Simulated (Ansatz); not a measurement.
ZrO2:

```
Zr O
1.0
     3.59610    0.00000    0.00000
     0.00000    3.59610    0.00000
     0.00000    0.00000    5.17700
Zr O
2 4
Direct
  0.50000 0.50000 0.50000
  0.00000 0.00000 0.00000
  0.50000 0.00000 0.79700
  0.50000 0.00000 0.29700
  0.00000 0.50000 0.70300
  0.00000 0.50000 0.20300
```

Program: Ansatz 0.2.0. Alike in all runs: task band structure; level r2SCAN+U; potentials or basis Ansatz PAW; no spin polarisation; cell as given; k mesh 7 × 7 × 5; cutoff (eV) 500; smearing fermi-dirac 0.05 eV.

Question: Order these runs on this cell by their band gap on the k mesh, lowest first.
A. U Zr d U = 2 eV
B. U Zr d U = 6 eV
C. U Zr d U = 8 eV
D. U Zr d U = 1 eV
E. U Zr d U = 5 eV

Answer: D (4.78 eV), A (5.01 eV), E (5.77 eV), B (6.04 eV), C (6.62 eV).

